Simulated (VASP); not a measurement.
A run of VASP 6.6.1:

INCAR

```
PREC = Accurate
ENCUT = 520
EDIFF = 1E-6
ISMEAR = 0
SIGMA = 0.013000000000000001
LREAL = F
LASPH = T
NELM = 100
ALGO = Normal
ISIF = 2
LWAVE = F
LCHARG = F
GGA = PE
NBANDS = 56
```

Contents of KPOINTS:

```
Automatic mesh
0
Gamma
  5 6 5
```

Contents of POSCAR:

```
HfO2
1.0
    5.2194633600      0.0000000000      0.0000000000
    0.0000000000      5.0047636900      0.0000000000
    0.0000000000      0.0000000000      5.0326850500
Hf O
4 8
Direct
    0.9669940000      0.7325208200      0.7414403500
    0.5330060000      0.7325208200      0.2414403500
    0.4669940000      0.2674791800      0.7414403500
    0.0330060000      0.2674791800      0.2414403500
    0.6321274500      0.9286454000      0.8792672600
    0.8678725500      0.9286454000      0.3792672600
    0.2339485200      0.5398830500      0.4922923900
    0.2660514800      0.5398830500      0.9922923900
    0.7660514800      0.4601169500      0.9922923900
    0.7339485200      0.4601169500      0.4922923900
    0.1321274500      0.0713546000      0.8792672600
    0.3678725500      0.0713546000      0.3792672600
```

Potentials or basis: VASP PAW PBE potentials, release 64 (Hf_pv, O).

The run is started by

```bash
$ cat potpaw_PBE.64/Hf_pv/POTCAR potpaw_PBE.64/O/POTCAR > POTCAR
$ mpirun -np 1 vasp_std > vasp.out
```

Hardware: 1 thread of Intel(R) Xeon(R) Platinum 8259CL CPU @ 2.50GHz (Skylake/Cascade Lake), with other jobs on the host.

Problem. Estimate the wall time of this run.

Solution. It took 3.8 min on 1 thread of Intel(R) Xeon(R) Platinum 8259CL CPU @ 2.50GHz (Skylake/Cascade Lake), on a shared host, peak memory 0.35 GiB. Counts: scf iterations 14, k points 36.
